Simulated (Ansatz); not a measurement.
**Bands of Pb**

```
Pb
1.0
    -1.99794    1.99794    1.99794
     1.99794   -1.99794    1.99794
     1.99794    1.99794   -1.99794
Pb
1
Direct
  0.00000 0.00000 0.00000
```

The cell was built from the bcc type and relaxed in the same program, and has space group Im-3m; it needn't be a known or the stable phase.

Level of theory: Ansatz 0.2.0, DFT, PBE, all-electron LAPW, Dirac equation with spin-orbit coupling.

Sampling and basis: a Γ-centred 13×13×13 k mesh, Fermi–Dirac smearing of 0.05 eV, basis error target 0.25 meV/atom, no spin polarisation.

Points in fractions of the reciprocal vectors of this cell: Γ (0, 0, 0), H (0.5, -0.5, 0.5), N (0, 0, 0.5), P (0.25, 0.25, 0.25). The path joins them by straight lines in the order Γ–H–N–Γ–P–H–P–N; legs that retrace an earlier one aren't tabulated. Energies are in eV from the Fermi level.

Q: List the levels at P between -20 and 4.5 eV.

A: -18.33 (×4), -15.81 (×2), -15.73 (×4), -7.09 (×2), -1.87 (×2), -0.55 (×4).

Q: List the levels at H between -20 and 4.5 eV.

A: -18.31 (×4), -15.80 (×4), -15.57 (×2), -5.24 (×2), -1.59 (×2), 0.24 (×4).

Q: List the levels at Γ between -20 and 4.5 eV.

A: -18.38 (×4), -15.91 (×2), -15.77 (×4), -11.33 (×2).

Q: What is the band gap?

A: none: bands cross the Fermi level, a metal.
